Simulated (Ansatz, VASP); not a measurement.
# Cs in VASP and in Ansatz

```
Cs
1.0
     7.13989    0.00000    0.00000
    -3.56995    6.18333    0.00000
     0.00000    0.00000    7.85959
Cs
3
Direct
  0.33542 0.00000 0.33333
  0.00000 0.33542 0.66667
  0.66458 0.66458 0.00000
```

Alike in both runs: functional PBEsol; k mesh 3 × 3 × 2; occupations gaussian, width 0.1 eV; no spin polarisation.

Ansatz relaxed the structure, and its values are those at the end. VASP's run is a single point on that final structure, the one shown.

```csv
,VASP,Ansatz
version,VASP 6.6.1,Ansatz 0.2.0
potentials or method,"VASP PAW PBE potentials, release 64 (Cs_sv)","scalar-relativistic, plane waves, PAW"
plane-wave cutoff (eV),520,420
valence electrons in the cell,27,27
```

```csv
,VASP,Ansatz,Ansatz less VASP
gap on the k mesh at the Fermi level (eV),none,none,-
pressure (GPa),0.0,0.0,+0.01
rms of the force components (eV/Å),0.005,0.004,-0.0001
```

A gap of «none» marks a metal or a gap that the smearing closes.

Caveats: the k mesh is coarse (spacing up to 0.40 Å⁻¹), so the values aren't converged; the PAW data sets were made with another functional, which shifts forces and pressure a little (VASP). The runs have no spin-orbit coupling, so splittings on Cs are missing.
